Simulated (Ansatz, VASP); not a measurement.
CaO: VASP beside Ansatz

```
Ca O
1.0
     0.00000    2.37553    2.44900
     2.37553    0.00000    2.44900
     2.37553    2.37553    0.00000
Ca O
1 1
Cartesian
  0.0000 0.0000 0.0000
  2.3755 2.3755 2.4490
```

Change from the starting cell: strain -0.030 along x and y, +0.000 along z, atoms carried along.

Alike in both runs: task single point; functional LDA; k mesh 8 × 8 × 8; occupations gaussian, width 0.05 eV; no spin polarisation.

|  | VASP | Ansatz |
| --- | --- | --- |
| version | VASP 6.6.1 | Ansatz 0.2.0 |
| potentials or method | VASP PAW LDA potentials, release 64 (Ca_sv, O) | scalar-relativistic, plane waves, PAW |
| plane-wave cutoff (eV) | 520 | 420 |
| valence electrons in the cell | 16 | 16 |

Ansatz gave:

* gap on the k mesh at the Fermi level (eV): 3.43
* least direct gap on the mesh (eV): 3.83
* pressure (GPa): -6.3
* largest component of the traceless stress (GPa): 2.70

Problem. What did VASP give for the same quantities?

Solution. gap on the k mesh at the Fermi level (eV): 3.41; least direct gap on the mesh (eV): 3.80; pressure (GPa): -5.5; largest component of the traceless stress (GPa): 2.86.

A k mesh can miss the band edges.
